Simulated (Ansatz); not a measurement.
# Sc: a tetragonal deformation path

Aim: for Sc, follow a tetragonal deformation at fixed volume.

Program: Ansatz 0.2.0. Level of theory: DFT PBE, scalar-relativistic, plane waves, PAW. These are calculated values, not measurements.

## Step 1: The structure to begin with

It takes space group I4/mmm (No. 139, tetragonal). The conventional cell has a = 3.834 Å, b = 3.834 Å, c = 3.435 Å, α = 90.00°, β = 90.00°, γ = 90.00°. Sc (site symmetry 4/mmm) is surrounded by 10 Sc at 3.21 to 3.44 Å.

Structure file:

```
CELL_PARAMETERS angstrom
-1.91721 1.91721 1.71760
1.91721 -1.91721 1.71760
1.91721 1.91721 -1.71760
ATOMIC_POSITIONS crystal
Sc 0.00000 0.00000 0.00000
```

It goes back to an entry of the Materials Project, which need not be the stable form.

No relaxation comes first: the listed cell is the starting point.

## Step 2: The reference: the undisturbed cell on the scan's mesh

input.yaml reads:

```yaml
crystal:
  lattice:
    - [-1.9172054859, 1.9172054859, 1.717603]
    - [1.9172054859, -1.9172054859, 1.717603]
    - [1.9172054859, 1.9172054859, -1.717603]
  atoms:
    - { symbol: Sc, position: [0.0, 0.0, 0.0] }
basis:
  ecutwfc: 420
kpoints:
  mp_grid: { grid: [20, 20, 20] }
hamiltonian:
  xc: pbe
scf:
  occupations: { method: gaussian, width: 0.15 }
output:
  forces: true
  stress: true
  eigenvalues: true
```

## Step 3: The scan: a tetragonal deformation path

At fixed volume and fractional coordinates, lengths along (0.000, 0.000, 1.000) are scaled against those across it; ρ is that ratio over its starting value.

## Step 4: Point ρ = 0.850

Changes to input.yaml since step 2:

```diff
@@ -2,5 +2,5 @@
   lattice:
-    - [-1.9172054859, 1.9172054859, 1.717603]
-    - [1.9172054859, -1.9172054859, 1.717603]
-    - [1.9172054859, 1.9172054859, -1.717603]
+    - [-2.0239309317, 2.0239309317, 1.5412345656]
+    - [2.0239309317, -2.0239309317, 1.5412345656]
+    - [2.0239309317, 2.0239309317, -1.5412345656]
   atoms:
```

## Step 5: Point ρ = 1.200

input.yaml reads:

```yaml
crystal:
  lattice:
    - [-1.804159437, 1.804159437, 1.9395915676]
    - [1.804159437, -1.804159437, 1.9395915676]
    - [1.804159437, 1.804159437, -1.9395915676]
  atoms:
    - { symbol: Sc, position: [0.0, 0.0, 0.0] }
basis:
  ecutwfc: 420
kpoints:
  mp_grid: { grid: [20, 20, 20] }
hamiltonian:
  xc: pbe
scf:
  occupations: { method: gaussian, width: 0.15 }
output:
  forces: true
  stress: true
  eigenvalues: true
```

## Step 6: ρ = 0.920

Changes to input.yaml since step 5:

```diff
@@ -2,5 +2,5 @@
   lattice:
-    - [-1.804159437, 1.804159437, 1.9395915676]
-    - [1.804159437, -1.804159437, 1.9395915676]
-    - [1.804159437, 1.804159437, -1.9395915676]
+    - [-1.9712394737, 1.9712394737, 1.6247305309]
+    - [1.9712394737, -1.9712394737, 1.6247305309]
+    - [1.9712394737, 1.9712394737, -1.6247305309]
   atoms:
```

## Step 7: ρ = 1.100

input.yaml reads:

```yaml
crystal:
  lattice:
    - [-1.8572531401, 1.8572531401, 1.8302815987]
    - [1.8572531401, -1.8572531401, 1.8302815987]
    - [1.8572531401, 1.8572531401, -1.8302815987]
  atoms:
    - { symbol: Sc, position: [0.0, 0.0, 0.0] }
basis:
  ecutwfc: 420
kpoints:
  mp_grid: { grid: [20, 20, 20] }
hamiltonian:
  xc: pbe
scf:
  occupations: { method: gaussian, width: 0.15 }
output:
  forces: true
  stress: true
  eigenvalues: true
```

(Steps that only read results are left out.)

Q: Predict the outcome of this session. Wanted: highest point.

As calculated:

| quantity | value |
| --- | --- |
| highest point | 80.7 meV/atom at ρ = 0.850 |

**Reading.** The undisturbed cell is not the lowest point: the energy is 6.8 meV/atom lower at ρ = 1.200; the cell was taken as given and not relaxed at this level. No sampled point inside the path is a dip, apart from those named.
